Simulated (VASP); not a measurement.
A run of VASP 6.6.1:

INCAR

```
PREC = Accurate ; ENCUT = 520
EDIFF = 1E-6 ; ISMEAR = 0
SIGMA = 0.1 ; LREAL = False
LASPH = True ; NELM = 80
ALGO = Fast ; ISIF = 2
LWAVE = False ; LCHARG = True
GGA = PE ; LELF = True
LVHAR = True ; NBANDS = 35
```

The input KPOINTS:

```
Automatic mesh
0
Gamma
  4 4 4
```

File POSCAR:

```
Ti2Pt3
1.0
    4.6585172041      0.0000000000      0.0000000000
    0.0000000000      4.6585172041      0.0000000000
    0.0000000000      0.0000000000      4.6585172041
Ti Pt
2 3
Direct
    0.5000000000      0.5000000000      0.5000000000
    0.0000000000      0.0000000000      0.0000000000
    0.0000000000      0.5000000000      0.5000000000
    0.5000000000      0.0000000000      0.5000000000
    0.5000000000      0.5000000000      0.0000000000
```

Potentials or basis: VASP PAW PBE potentials, release 64 (Ti_sv, Pt).

Command:

```bash
$ cat potpaw_PBE.64/Ti_sv/POTCAR potpaw_PBE.64/Pt/POTCAR > POTCAR
$ mpirun -np 1 vasp_std > vasp.out
```

Hardware: 1 thread of Intel(R) Xeon(R) Platinum 8488C (Sapphire Rapids) (shared host).

Task: Estimate the wall time of this run.

Result: Wall time 90 s on 1 thread of Intel(R) Xeon(R) Platinum 8488C (Sapphire Rapids), on a shared host, peak memory 0.21 GiB. Counts: scf iterations 56, k points 10.
